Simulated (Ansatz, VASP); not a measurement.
## SnTe2 in two plane-wave programs

One calculation is typed for both programs; each brings its own data sets. How far apart do they land? The cell is generated by rule, not measured, and may not be a known phase. The cell is taken from a series of runs on this material, whose earlier steps may have relaxed, scaled, displaced or heated it; both programs get it as it stands.

Program: Ansatz 0.2.0. Level of theory: plane waves, with VASP 6.6.1 beside it; zone-centre phonons at PBE. Results are calculated unless marked as measured.

The structure was built from a prototype and need not be the compound's stable phase.

### Step 1. The structure

Symmetry: P4_2/nmc, No. 137, tetragonal system. Conventional cell: a = 4.364 Å, b = 4.364 Å, c = 11.882 Å, α = 90.00°, β = 90.00°, γ = 90.00°. Nearest to Sn lie 4 Te at 2.83 Å. Nearest to Te lie 2 Sn at 2.83 Å. Farther neighbours and most contacts between anions are not listed.

### Step 2. VASP: zone-centre phonons, PBE

Second derivatives magnify differences that forces hide, and they need a tight electronic threshold.

Lines of VASP's logs that name or quote its potential files are left out, and so is its time.

Contents of INCAR:

```
SYSTEM = SnTe2
PREC = Accurate
ENCUT = 500
EDIFF = 1E-08
NELM = 120
ISMEAR = 1
SIGMA = 0.2
LREAL = .FALSE.
ALGO = Normal
GGA = PE
NBANDS = 32
LORBIT = 11
LWAVE = .FALSE.
LCHARG = .FALSE.
ISIF = 2
IBRION = 8
LASPH = .TRUE.
GGA_COMPAT = .FALSE.
KPAR = 2
```

Contents of POSCAR:

```
SnTe2
1.0
    4.3635758911      0.0000000000      0.0000000000
    0.0000000000      4.3635758911      0.0000000000
    0.0000000000      0.0000000000     11.8819066923
Sn Te
2 4
Direct
    0.0000000000      0.0000000000      0.0000000000
    0.5000000000      0.5000000000      0.5000000000
    0.0000000000      0.5000000000      0.8479085047
    0.5000000000      0.0000000000      0.1520914953
    0.0000000000      0.5000000000      0.3479085047
    0.5000000000      0.0000000000      0.6520914953
```

Contents of KPOINTS:

```
Automatic mesh
0
Gamma
8 8 4
0 0 0
```

The projector-augmented-wave data sets are Sn_d and Te (PBE family, release 64).

Command:

```console
mpirun -np 2 vasp_std
```

Numbers of over 12 decimals in the logs are rounded to 6 here.

The program printed:

```text
[banner, memory and clock lines left out]
running    2 mpi-ranks, on    1 nodes
 distrk:  each k-point on    1 cores,    2 groups
 distr:  one band on    1 cores,    1 groups

 POSCAR found type information on POSCAR SnTe
 POSCAR found :  2 types and       6 ions
 LDA part: xc-table for (Slater+PW92), standard interpolation
 POSCAR, INCAR and KPOINTS ok, starting setup
 FFT: planning ... GRIDC
 FFT: planning ... GRID_SOFT
 FFT: planning ... GRID
 WAVECAR not read
 entering main loop
       N       E                     dE             d eps       ncg     rms          rms(c)
DAV:   1     0.422661532390E+03    0.42266E+03   -0.21976E+04  2880   0.158E+03
DAV:   2     0.373587687354E+02   -0.38530E+03   -0.37649E+03  2952   0.386E+02
DAV:   3    -0.182276588196E+02   -0.55586E+02   -0.54382E+02  3536   0.145E+02
DAV:   4    -0.209316364497E+02   -0.27040E+01   -0.26896E+01  3360   0.342E+01
DAV:   5    -0.210359024436E+02   -0.10427E+00   -0.10423E+00  4304   0.702E+00    0.101E+01
DAV:   6    -0.207768649264E+02    0.25904E+00   -0.49441E-01  3832   0.541E+00    0.735E+00
DAV:   7    -0.207674236070E+02    0.94413E-02   -0.42193E-01  3536   0.314E+00    0.149E+00
DAV:   8    -0.207507334684E+02    0.16690E-01   -0.67520E-02  3504   0.189E+00    0.628E-01
DAV:   9    -0.207516119617E+02   -0.87849E-03   -0.56399E-03  3656   0.307E-01    0.270E-01
DAV:  10    -0.207522759980E+02   -0.66404E-03   -0.61782E-04  3176   0.118E-01    0.119E-01
DAV:  11    -0.207524309963E+02   -0.15500E-03   -0.29046E-04  3424   0.999E-02    0.555E-02
DAV:  12    -0.207524441225E+02   -0.13126E-04   -0.46922E-05  3280   0.325E-02    0.313E-02
DAV:  13    -0.207524443387E+02   -0.21623E-06   -0.48956E-06  3896   0.101E-02    0.160E-02
DAV:  14    -0.207524440056E+02    0.33310E-06   -0.59320E-07  2816   0.354E-03    0.661E-03
DAV:  15    -0.207524437589E+02    0.24669E-06   -0.33247E-07  3968   0.430E-03    0.106E-03
DAV:  16    -0.207524437601E+02   -0.12042E-08   -0.72814E-08  2848   0.132E-03
   1 F= -.20752444E+02 E0= -.20753664E+02  d E =0.366051E-02
 Linear response reoptimize wavefunctions to high precision
DAV:   1    -0.207524437988E+02   -0.38692E-07   -0.54091E-09  2448   0.422E-04
DAV:   2    -0.207524437989E+02   -0.56389E-10   -0.85888E-10  1800   0.204E-04
 Linear response DOF=           5
 Linear response progress:
  Degree of freedom:   1/  5
       N       E                     dE             d eps       ncg     rms          rms(c)
RMM:   1    -0.213615519485E+00   -0.21362E+00    0.61151E-01  6865   0.108E+01
RMM:   2    -0.219550901419E+00   -0.59354E-02   -0.19020E-02 10246   0.772E-01    0.977E-02
RMM:   3    -0.219549612107E+00    0.12893E-05   -0.15713E-03 11584   0.216E-01    0.558E-02
RMM:   4    -0.219335423080E+00    0.21419E-03   -0.10314E-04 11684   0.664E-02    0.205E-02
RMM:   5    -0.219267739998E+00    0.67683E-04   -0.60471E-06 11394   0.222E-02    0.485E-03
RMM:   6    -0.219267831328E+00   -0.91331E-07    0.10876E-05 12073   0.750E-03    0.225E-03
RMM:   7    -0.219273194873E+00   -0.53635E-05    0.51044E-06 11088   0.281E-03    0.234E-04
RMM:   8    -0.219272204992E+00    0.98988E-06    0.22921E-06 11994   0.117E-03    0.953E-05
RMM:   9    -0.219272202922E+00    0.20695E-08    0.12997E-06 11650   0.512E-04    0.456E-05
RMM:  10    -0.219272211748E+00   -0.88260E-08    0.56244E-07 12317   0.244E-04    0.118E-05
RMM:  11    -0.219272380132E+00   -0.16838E-06    0.17333E-07 12174   0.127E-04    0.435E-06
RMM:  12    -0.219272379703E+00    0.42904E-09    0.13556E-07 12372   0.754E-05    0.293E-06
RMM:  13    -0.219272391196E+00   -0.11493E-07    0.47062E-09 12037   0.503E-05    0.164E-06
RMM:  14    -0.219272373237E+00    0.17959E-07    0.18570E-08 11102   0.372E-05    0.104E-06
RMM:  15    -0.219272372114E+00    0.11232E-08   -0.88029E-09  9569   0.301E-05    0.486E-07
 first order change of Fermi-energy  -0.98221E-05
 force on displaced ion       1 direction 1 :  -5.023   0.000  -0.001
 Linear response progress:
  Degree of freedom:   2/  5
       N       E                     dE             d eps       ncg     rms          rms(c)
RMM:   1    -0.226276267189E+00   -0.22628E+00    0.48261E-01  5807   0.984E+00
RMM:   2    -0.231622470375E+00   -0.53462E-02   -0.18431E-02  8492   0.758E-01    0.146E-01
RMM:   3    -0.231399847901E+00    0.22262E-03   -0.15586E-03  9308   0.212E-01    0.916E-02
RMM:   4    -0.231046386429E+00    0.35346E-03   -0.20884E-04  9410   0.753E-02    0.326E-02
RMM:   5    -0.230945632707E+00    0.10075E-03   -0.52263E-05  9313   0.265E-02    0.725E-03
RMM:   6    -0.230966796571E+00   -0.21164E-04   -0.17270E-05  9817   0.869E-03    0.371E-03
RMM:   7    -0.230991561927E+00   -0.24765E-04   -0.85940E-06  9125   0.384E-03    0.121E-03
RMM:   8    -0.230994957064E+00   -0.33951E-05   -0.40267E-06  9868   0.151E-03    0.542E-04
RMM:   9    -0.230996548324E+00   -0.15913E-05   -0.18586E-06  9055   0.750E-04    0.108E-04
RMM:  10    -0.230996808587E+00   -0.26026E-06   -0.13027E-06 10348   0.323E-04    0.471E-05
RMM:  11    -0.230997423624E+00   -0.61504E-06   -0.57199E-07  8919   0.181E-04    0.185E-05
RMM:  12    -0.230997245506E+00    0.17812E-06   -0.78894E-08 10218   0.915E-05    0.973E-06
RMM:  13    -0.230997251424E+00   -0.59178E-08   -0.30509E-07  9847   0.534E-05    0.375E-06
RMM:  14    -0.230997249392E+00    0.20325E-08   -0.86082E-08 10008   0.349E-05    0.351E-06
 first order change of Fermi-energy   0.41270E-05
 force on displaced ion       1 direction 3 :   0.000   0.000 -11.091
 Linear response progress:
  Degree of freedom:   3/  5
       N       E                     dE             d eps       ncg     rms          rms(c)
RMM:   1    -0.495118065457E-01   -0.49512E-01    0.40628E-02 11682   0.665E-01
RMM:   2    -0.491518849878E-01    0.35992E-03   -0.18765E-03  9895   0.166E-01    0.569E-02
RMM:   3    -0.491395299469E-01    0.12355E-04   -0.18274E-04 11300   0.523E-02    0.263E-02
RMM:   4    -0.491484211932E-01   -0.88912E-05   -0.22472E-05 10980   0.180E-02    0.978E-03
RMM:   5    -0.491833162447E-01   -0.34895E-04   -0.49805E-06 11110   0.921E-03    0.352E-03
RMM:   6    -0.492015233380E-01   -0.18207E-04   -0.69883E-07 11042   0.302E-03    0.957E-04
RMM:   7    -0.492025700116E-01   -0.10467E-05   -0.53248E-08 11723   0.759E-04    0.442E-04
RMM:   8    -0.492026367259E-01   -0.66714E-07    0.16389E-08 10955   0.287E-04    0.669E-05
RMM:   9    -0.492027251331E-01   -0.88407E-07   -0.84320E-09 11507   0.956E-05    0.325E-05
RMM:  10    -0.492029167035E-01   -0.19157E-06   -0.28971E-07 11247   0.497E-05    0.471E-06
RMM:  11    -0.492028924591E-01    0.24244E-07    0.14042E-07 12303   0.214E-05    0.543E-06
RMM:  12    -0.492029005235E-01   -0.80643E-08   -0.44981E-08 10225   0.145E-05    0.513E-07
 first order change of Fermi-energy   0.22058E-04
 force on displaced ion       3 direction 1 :  -0.445   0.000  -0.001
 Linear response progress:
  Degree of freedom:   4/  5
       N       E                     dE             d eps       ncg     rms          rms(c)
RMM:   1    -0.482724640399E-01   -0.48272E-01    0.57781E-02 11535   0.866E-01
RMM:   2    -0.471537901709E-01    0.11187E-02   -0.34554E-03 10089   0.258E-01    0.104E-01
RMM:   3    -0.472660624735E-01   -0.11227E-03   -0.21806E-04 10972   0.722E-02    0.609E-02
RMM:   4    -0.474338996159E-01   -0.16784E-03   -0.62876E-05 10943   0.343E-02    0.494E-03
RMM:   5    -0.474123011923E-01    0.21598E-04   -0.25904E-06 11335   0.847E-03    0.355E-03
RMM:   6    -0.473983586780E-01    0.13943E-04   -0.22314E-07 11173   0.268E-03    0.163E-03
RMM:   7    -0.474006304212E-01   -0.22717E-05    0.18172E-08 10905   0.144E-03    0.277E-04
RMM:   8    -0.474015255694E-01   -0.89515E-06   -0.12099E-09 11345   0.426E-04    0.104E-04
RMM:   9    -0.474010610629E-01    0.46451E-06    0.11228E-07 11320   0.151E-04    0.517E-05
RMM:  10    -0.474011449743E-01   -0.83911E-07   -0.19571E-07 12171   0.535E-05    0.174E-05
RMM:  11    -0.474012080078E-01   -0.63034E-07   -0.83903E-09 11471   0.261E-05    0.541E-06
RMM:  12    -0.474011939944E-01    0.14013E-07   -0.75593E-09 11630   0.166E-05    0.737E-07
RMM:  13    -0.474011939988E-01   -0.44625E-11   -0.94106E-09  9402   0.130E-05    0.479E-07
 first order change of Fermi-energy   0.60922E-04
 force on displaced ion       3 direction 2 :   0.000  -5.404   0.000
 Linear response progress:
  Degree of freedom:   5/  5
       N       E                     dE             d eps       ncg     rms          rms(c)
RMM:   1    -0.628196832022E-01   -0.62820E-01    0.64257E-02 10057   0.884E-01
RMM:   2    -0.618607698989E-01    0.95891E-03   -0.34186E-03  8192   0.296E-01    0.105E-01
RMM:   3    -0.618712525693E-01   -0.10483E-04   -0.35699E-04  8795   0.110E-01    0.663E-02
RMM:   4    -0.618956725134E-01   -0.24420E-04   -0.12055E-04  9115   0.450E-02    0.141E-02
RMM:   5    -0.618922018124E-01    0.34707E-05   -0.27053E-05  9515   0.131E-02    0.845E-03
RMM:   6    -0.618827220998E-01    0.94797E-05   -0.67843E-06  9213   0.424E-03    0.328E-03
RMM:   7    -0.618806837925E-01    0.20383E-05   -0.28794E-06  9154   0.168E-03    0.529E-04
RMM:   8    -0.618815490672E-01   -0.86527E-06   -0.15673E-06  9342   0.586E-04    0.288E-04
RMM:   9    -0.618819660991E-01   -0.41703E-06   -0.74809E-07  8670   0.314E-04    0.101E-04
RMM:  10    -0.618819364180E-01    0.29681E-07   -0.36573E-07  9964   0.117E-04    0.490E-05
RMM:  11    -0.618819112409E-01    0.25177E-07   -0.94912E-08  9233   0.631E-05    0.120E-05
RMM:  12    -0.618819317082E-01   -0.20467E-07   -0.67692E-08  9326   0.343E-05    0.420E-06
RMM:  13    -0.618819395675E-01   -0.78593E-08   -0.89326E-08 10059   0.200E-05    0.348E-06
 first order change of Fermi-energy  -0.22440E+00
 force on displaced ion       3 direction 3 :   0.000   0.000  -5.782
 Linear response finished
```

(Continued in part 2 of 2.)

[Lines on the potential files, build, host, timing and source positions are cut from VASP's logs without a mark.]

[Logs are printed without paths, hosts, clocks, repeated set-up lines and the standing remarks that a program may print on its own settings, such as how far it seeks lower states.]

[Hosts, paths, dates, database ids (printed as entryN), source tags and the programs' standing remarks are cut or masked in the printed files.]
